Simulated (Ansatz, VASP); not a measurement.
Os in VASP and in Ansatz

File INCAR:

```
SYSTEM = Os
PREC = Accurate
ENCUT = 520
EDIFF = 1E-6
ISMEAR = -1
SIGMA = 0.05
LREAL = .FALSE.
LASPH = .TRUE.
NELM = 60
ALGO = Normal
ISIF = 2
LWAVE = .FALSE.
LCHARG = .TRUE.
GGA = PS
LELF = .TRUE.
LVHAR = .TRUE.
NBANDS = 15
```

KPOINTS

```
regular mesh
0
G
  15 15 9
  0 0 0
```

Contents of POSCAR:

```
Os
1.0
    2.7877233928      0.0000000000      0.0000000000
   -1.3938616964      2.4142392769      0.0000000000
    0.0000000000      0.0000000000      4.4044215090
Os
2
Direct
    0.3333333333      0.6666666667      0.2500000000
    0.6666666667      0.3333333333      0.7500000000
```

Input for Ansatz:

```yaml
crystal:
  lattice:
    - [2.7877233928, 0.0, 0.0]
    - [-1.3938616964, 2.4142392769, 0.0]
    - [0.0, 0.0, 4.404421509]
  atoms:
    - { symbol: Os, position: [0.3333333333, 0.6666666667, 0.25] }
    - { symbol: Os, position: [0.6666666667, 0.3333333333, 0.75] }
kpoints:
  mp_grid: { grid: [15, 15, 9] }
  band_path:
    path:
      - [0.0, 0.0, 0.0]
      - [0.5, 0.0, 0.0]
      - [0.3333333333, 0.3333333333, 0.0]
      - [0.0, 0.0, 0.0]
      - [0.0, 0.0, 0.5]
      - [0.5, 0.0, 0.5]
      - [0.3333333333, 0.3333333333, 0.5]
      - [0.0, 0.0, 0.5]
      - [0.5, 0.0, 0.5]
    npoints: 5
scf:
  occupations: { method: fermi_dirac, width: 0.05 }
hamiltonian:
  xc: pbesol
  pseudopotentials: { kind: all_electron, lapw: { basis_error: 0.0005 } }
output:
  forces: true
  stress: true
  eigenvalues: true
```

Change from the starting cell: volume scaled by 1.06.

Alike in both runs: task single point; functional PBEsol; k mesh 15 × 15 × 9; occupations fermi-dirac, width 0.05 eV; no spin polarisation.

|  | VASP | Ansatz |
| --- | --- | --- |
| version | VASP 6.6.1 | Ansatz 0.2.0 |
| potentials or method | VASP PAW PBE potentials, release 64 (Os) | all-electron LAPW, scalar-relativistic |
| plane-wave cutoff (eV) | 520 | see its input |

VASP gave:

| Property | Result |
| --- | --- |
| pressure (GPa) | -24.2 |
| largest component of the traceless stress (GPa) | 0.76 |

Which values does Ansatz return?

Pressure (GPa): -24.0; largest component of the traceless stress (GPa): 0.71.

Ansatz ran all-electron here, so the differences hold the error of VASP's frozen core and of both bases.

Caveats: so large a pressure means that the cell lies far from this level's equilibrium, or that cutoff or potentials fall short (VASP); the potentials were made for another functional, which shifts forces and pressure (VASP). Spin-orbit coupling is left out, which matters for the levels of Os.
